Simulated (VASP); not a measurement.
A run of VASP 6.6.1 is set up as follows.

The input INCAR:

```
ALGO     = Normal         # electronic algorithm
EDIFF    = 1E-7           # SCF threshold, eV
ENCUT    = 520            # plane-wave cutoff, eV
GGA      = PE             # functional
ISIF     = 2              # what is computed and relaxed
ISMEAR   = -1             # smearing method
LASPH    = T              # aspherical terms in the spheres
LCHARG   = F              # write CHGCAR
LREAL    = F              # projectors in reciprocal space
LWAVE    = F              # write WAVECAR
NBANDS   = 15             # bands
NELM     = 100            # most SCF steps
PREC     = Accurate       # precision mode
SIGMA    = 0.05           # smearing width, eV
```

File KPOINTS:

```
k-points
0
Gamma
  8 8 8
```

Contents of POSCAR:

```
KF
1.0
    3.2589550000      0.0000000000      0.0000000000
    0.0000000000      3.2589550000      0.0000000000
    0.0000000000      0.0000000000      3.2589550000
K F
1 1
Direct
    0.0000000000      0.0000000000      0.0000000000
    0.5000000000      0.5000000000      0.5000000000
```

Potentials or basis: VASP PAW PBE potentials, release 64 (K_sv, F).

Launch:

```console
$ cat potpaw_PBE.64/K_sv/POTCAR potpaw_PBE.64/F/POTCAR > POTCAR
$ mpirun -np 1 vasp_std > vasp.out
```

(1) Predict the band gap on the k mesh.

(2) Predict the pressure.

Results:

(1) 6.26 eV, indirect (least direct gap 6.31 eV).

(2) 0.0 GPa.
